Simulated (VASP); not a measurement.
Wanted: the native input for a VASP 6.6.1 run.

- Task: single point
- Functional: PBE
- Dispersion: D3(BJ)
- Potentials or basis: VASP PAW PBE potentials, release 64 (Hf_pv, B)
- Cutoff: 520 eV
- k mesh: 6 × 6 × 4
- Occupations: gaussian, width 0.1 eV
- Spin: no spin polarisation
- Dipole correction: no
- Further INCAR settings: ALGO = Normal; EDIFF = 1e-06; NBANDS = 19

The structure of HfB4 lies in POSCAR:

```
HfB4
1.0
    3.0920754006      0.0000000028      0.0000000000
   -1.5460377028      2.6778158459      0.0000000000
    0.0000000000      0.0000000000      5.2857590289
Hf B
1 4
Direct
    0.0000000000      0.0000000000      0.0000000000
    0.3333333333      0.6666666667      0.6804503771
    0.6666666667      0.3333333333      0.6804503771
    0.3333333333      0.6666666667      0.3195496229
    0.6666666667      0.3333333333      0.3195496229
```

The cell was built by a generator and needn't be a form met in nature.

The cell isn't the ideal one: sheets of the MB2-sandwich type stacked, one a cell (P6/mmm, No. 191).

One way to write it, as run:

INCAR

```
ALGO = Normal
EDIFF = 1E-6
ENCUT = 520
GGA = PE
ISIF = 2
ISMEAR = 0
IVDW = 12
LASPH = True
LCHARG = True
LELF = True
LREAL = False
LVHAR = True
LWAVE = False
NBANDS = 19
NELM = 60
PREC = Accurate
SIGMA = 0.1
```

KPOINTS

```
k-points
0
Gamma
  6 6 4
```

Potentials or basis: VASP PAW PBE potentials, release 64 (Hf_pv, B).

Command:

```sh
$ cat potpaw_PBE.64/Hf_pv/POTCAR potpaw_PBE.64/B/POTCAR > POTCAR
$ mpirun -np 1 vasp_std > vasp.out
```

It gave:

```yaml
Pressure: -0.1 GPa
Largest_force: 0.010 eV/Å
Band_gap_on_the_k_mesh: none (metal or under the smearing width)
Dispersion_energy_per_atom: -0.307 eV
```

Caveat: the k mesh is coarse (spacing up to 0.39 Å⁻¹), so the values aren't converged; pairwise dispersion overbinds metals, which lowers pressure and volume.

Run time: 10 s on 1 thread of AMD EPYC 9R45 96-Core Processor (Zen 5), on a shared host, peak memory 0.15 GiB.
